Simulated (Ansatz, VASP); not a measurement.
**Two plane-wave programs on AlN**

```
Al N
1.0
     3.36180    0.00000    0.00000
    -1.68090    2.86838    0.00000
     0.00000    0.00000    4.18756
Al N
2 2
Direct
  0.33333 0.66667 0.75000
  0.66667 0.33333 0.25000
  0.33333 0.66667 0.25000
  0.66667 0.33333 0.75000
```

Change from the starting cell: strain +0.0150 x Voigt [1, 0, 0, 0, 0, 0], atoms carried along.

Alike in both runs: task single point; functional LDA; k mesh 9 × 9 × 6; occupations gaussian, width 0.05 eV; no spin polarisation.

|  | VASP | Ansatz |
| --- | --- | --- |
| version | VASP 6.6.1 | Ansatz 0.2.0 |
| potentials or method | VASP PAW LDA potentials, release 64 (Al, N) | scalar-relativistic, plane waves, PAW |
| plane-wave cutoff (eV) | 520 | 420 |
| valence electrons in the cell | 16 | 16 |

```tsv
	VASP	Ansatz	Ansatz less VASP
gap on the k mesh at the Fermi level (eV)	3.19	3.18	-0.009
least direct gap on the mesh (eV)	3.19	3.18	-0.009
pressure (GPa)	-11.2	-11.6	-0.46
largest component of the traceless stress (GPa)	2.73	2.77	+0.044
rms of the force components (eV/Å)	0.092	0.089	-0.0030
```

Atom by atom the forces differ by 0.003 eV/Å (rms over components).

Caveats: an odd mesh through Γ misses points on the zone boundary, where band edges often lie.
